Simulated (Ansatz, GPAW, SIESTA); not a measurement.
**ZrS2: 4 runs at one level of theory**

```
Zr S
1.0
     3.69138    0.00000    0.00000
    -1.84569    3.19683    0.00000
     0.00000    0.00000    6.04108
Zr S
1 2
Cartesian
  0.0000 0.0000 0.0000
  0.0000 2.1312 1.4372
  1.8457 1.0656 4.6038
```

The cell is a database's computed one, not the measured one.

Alike in all runs: task band structure; functional PBEsol; k mesh 8 × 8 × 5; occupations fermi-dirac, width 0.05 eV; no spin polarisation; no spin-orbit coupling. Pressure is positive in compression and, in plane waves, holds the error of the finite cutoff, which Ansatz's Pulay term estimates and takes out. Gaps are the smaller of the mesh's and the band path's.

```
                                                                                      program and potentials  plane-wave cutoff (eV)                                                 notes  band gap (eV)  pressure (GPa)  largest force (eV/Å)
                                                                                          Ansatz, Ansatz PAW                     420  potentials made for PBE, which Ansatz adapts in part           0.96           -2.52                 0.152
                                                           GPAW, PAW data sets generated for this functional                     600                                                     -           0.95           -2.79                 0.173
SIESTA, files PseudoDojo sr-pbesol-0.4.1-standard, DZP (energy shift 0.003 Ry; two zetas on semicore shells)                       -                                          atomic basis           0.82           -1.54                 0.134
                                                              Ansatz, all-electron LAPW, scalar-relativistic                       -                                                     -           0.96           -2.50                 0.150
```

Force on atom 2 (S), eV/Å:

| program and potentials | x | y | z |
| --- | --- | --- | --- |
| Ansatz, Ansatz PAW | 0.000 | 0.000 | -0.152 |
| GPAW, PAW data sets generated for this functional | 0.000 | 0.000 | -0.173 |
| SIESTA, files PseudoDojo sr-pbesol-0.4.1-standard, DZP (energy shift 0.003 Ry; two zetas on semicore shells) | 0.000 | 0.000 | 0.134 |
| Ansatz, all-electron LAPW, scalar-relativistic | 0.000 | 0.000 | -0.150 |

The band gap spans 0.82 (SIESTA, files PseudoDojo sr-pbesol-0.4.1-standard, DZP (energy shift 0.003 Ry; two zetas on semicore shells)) to 0.96 eV (Ansatz, all-electron LAPW, scalar-relativistic), with all-electron results at 0.96. The pressure spans -2.79 (GPAW, PAW data sets generated for this functional) to -1.54 GPa (SIESTA, files PseudoDojo sr-pbesol-0.4.1-standard, DZP (energy shift 0.003 Ry; two zetas on semicore shells)), with all-electron results at -2.50. The paths' points differ, which is worth about 0.01 eV. Rows in atomic bases carry the error of their basis and grid, which can be large.

Differences between rows come from potentials, basis sets and numerical settings, since the functional is the same but for its coding. Runs on potential files found faulty are left out.
